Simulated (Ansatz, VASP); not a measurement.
Y: VASP beside Ansatz

```xyz
1
Lattice="0.0000 2.4850 2.4850 2.4850 0.0000 2.4850 2.4850 2.4850 0.0000" Properties=species:S:1:pos:R:3 pbc="T T T"
Y     0.0000    0.0000    0.0000
```

This isn't the form of Y at room conditions, which is hcp.

Alike in both runs: task single point; functional LDA; k mesh 9 × 9 × 9; no spin polarisation.

|  | VASP | Ansatz |
| --- | --- | --- |
| version | VASP 6.6.1 | Ansatz 0.2.0 |
| potentials or method | VASP PAW LDA potentials, release 64 (Y_sv), cutoff 520 eV | all-electron (LAPW or listed datasets) |
| occupations | methfessel-paxton of order 1, width 0.1 eV | cold, width 0.1 eV |

VASP gave:

| Property | Result |
| --- | --- |
| gap on the k mesh at the Fermi level (eV) | none |
| pressure (GPa) | -1.8 |

Question: Which values does Ansatz return?

Answer: gap on the k mesh at the Fermi level (eV): none; pressure (GPa): -1.7.

A gap of «none» marks a metal or a gap that the smearing closes. Ansatz ran all-electron here, so the differences hold the error of VASP's frozen core and of both bases.
